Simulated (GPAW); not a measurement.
Here is a GPAW 26.7.0 calculation.

File run.py:

```python
from ase.dft.bandgap import bandgap
from ase.io import read, write
from gpaw import GPAW, PW
from gpaw.response.df import DielectricFunction

atoms = read('POSCAR')

calc = GPAW(mode=PW(400),
            xc='RPBE',
            kpts={'size': (7, 7, 7), 'gamma': True},
            occupations={'name': 'fermi-dirac', 'width': 0.05},
            nbands=20,
            convergence={'density': 1e-06},
            maxiter=150,
            txt='gpaw.txt')
atoms.calc = calc
energy = atoms.get_potential_energy()
calc.write('gs.gpw')
write('result.traj', atoms)
print(f'Energy: {energy:.6f} eV')
print('Fermi level:', round(calc.get_fermi_level(), 4), 'eV')
print(f'Gap: {bandgap(calc)[0]:.4f} eV, direct: {bandgap(calc, direct=True)[0]:.4f} eV')

dense = calc.fixed_density(kpts={'size': (22, 22, 22), 'gamma': True},
                           nbands=36, convergence={'bands': 30, 'eigenstates': 1e-7},
                           update_fermi_level=True, txt='dense.txt')
dense.write('dense.gpw', mode='all')

df = DielectricFunction('dense.gpw', frequencies={'type': 'nonlinear', 'domega0': 0.05, 'omega2': 10},
                        eta=0.1, ecut=50, nbands=30, rate='eta', txt='df.txt')
for direction in ['x']:
    df.get_dielectric_function(xc='RPA', direction=direction, filename=f'df_{direction}.csv')
```

The input POSCAR:

```
AlRu
1.0
    2.9916000000      0.0000000000      0.0000000000
    0.0000000000      2.9916000000      0.0000000000
    0.0000000000      0.0000000000      2.9916000000
Ru Al
1 1
Direct
    0.5000000000      0.5000000000      0.5000000000
    0.0000000000      0.0000000000      0.0000000000
```

Potentials or basis: the program's PAW data sets (release 1.2.1) made for this functional, pw.

Command:

```console
$ OMP_NUM_THREADS=1 python run.py
```

**Question.** Estimate the band gap on the k mesh.

**Answer.** None (metal or under the smearing width).

Dielectric function (mean over the directions given):
| energy (eV) | real part | imaginary part |
| --- | --- | --- |
| 0.67 | -114.11 | 44.53 |
| 1.26 | -26.13 | 7.39 |
| 1.89 | -3.91 | 4.86 |
| 2.54 | 2.94 | 9.50 |
| 3.17 | 0.63 | 10.65 |
| 3.76 | 0.71 | 10.71 |
| 4.44 | -1.96 | 6.23 |
| 5.01 | -0.09 | 3.83 |
| 5.68 | 2.99 | 3.47 |
| 6.31 | 5.33 | 6.06 |
| 6.87 | 0.47 | 7.20 |
| 7.55 | 2.54 | 5.85 |
| 8.16 | 1.58 | 8.08 |
| 8.80 | -0.72 | 8.32 |
| 9.47 | -3.08 | 6.54 |
| 10.16 | -2.70 | 4.96 |
| 10.78 | -3.64 | 3.57 |
| 11.41 | -2.75 | 2.49 |
| 12.08 | -2.41 | 2.01 |
| 12.65 | -2.04 | 1.51 |
| 13.36 | -1.45 | 1.24 |
| 13.97 | -1.30 | 1.33 |
| 14.61 | -1.20 | 1.04 |
| 15.26 | -0.98 | 0.82 |
| 15.94 | -0.79 | 0.74 |
| 16.64 | -0.64 | 0.64 |
| 17.36 | -0.52 | 0.48 |
| 18.12 | -0.31 | 0.48 |
| 18.90 | -0.20 | 0.48 |
| 19.87 | -0.07 | 0.39 |

Caveat: the intraband term hangs on this k mesh; the long-wavelength limit can be off by several per cent where d states take part; independent-particle spectra lack excitons.
